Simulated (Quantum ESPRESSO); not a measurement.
SrO: dielectric tensor with RPBE

SrO:

```
Sr O
1.0
     0.00000    2.60007    2.60007
     2.60007    0.00000    2.60007
     2.60007    2.60007    0.00000
Sr O
1 1
Direct
  0.50000 0.50000 0.50000
  0.00000 0.00000 0.00000
```

The cell isn't the ideal one: volume scaled by 1.04.

```json
{
 "Program": "Quantum ESPRESSO 7.5",
 "Task": "dielectric tensor",
 "Functional": "RPBE",
 "Potentials or basis": "SG15 PBE 1.2",
 "Cutoff": "952 eV",
 "Density cutoff": "3810 eV",
 "k mesh": "6 × 6 × 6, shifted",
 "Occupations": "fermi-dirac, width 0.05 eV",
 "Spin": "no spin polarisation",
 "Mixing beta": "0.5",
 "Most SCF iterations": "120",
 "SCF threshold": "4e-10 Ry"
}
```

| Property | Result |
| --- | --- |
| Electronic dielectric tensor (diagonal) | 3.72 |
| Born charges (mean of the diagonal) | Sr +2.44; O -2.44 e |

Levels at points of the mesh, in eV from the valence-band top:
```csv
k point,band 4,band 5,band 6,band 7,band 8,band 9,band 10,band 11,band 12,band 13
"(0.08, 0.08, 0.08)",-14.19,-13.99,-0.12,0.00,0.00,4.36,6.26,6.46,6.46,8.54
```

Electronic dielectric tensor:
```
3.72 0.00 0.00
0.00 3.72 0.00
0.00 0.00 3.72
```

Born effective charge tensors (e):
atom 1, Sr
```
2.44 0.00 0.00
0.00 2.44 0.00
0.00 0.00 2.44
```
atom 2, O
```
-2.44  0.00  0.00
 0.00 -2.44  0.00
 0.00  0.00 -2.44
```

Wall time 67 s on 1 thread of Intel(R) Xeon(R) 6975P-C (Granite Rapids), on a shared host, peak memory 0.09 GiB.
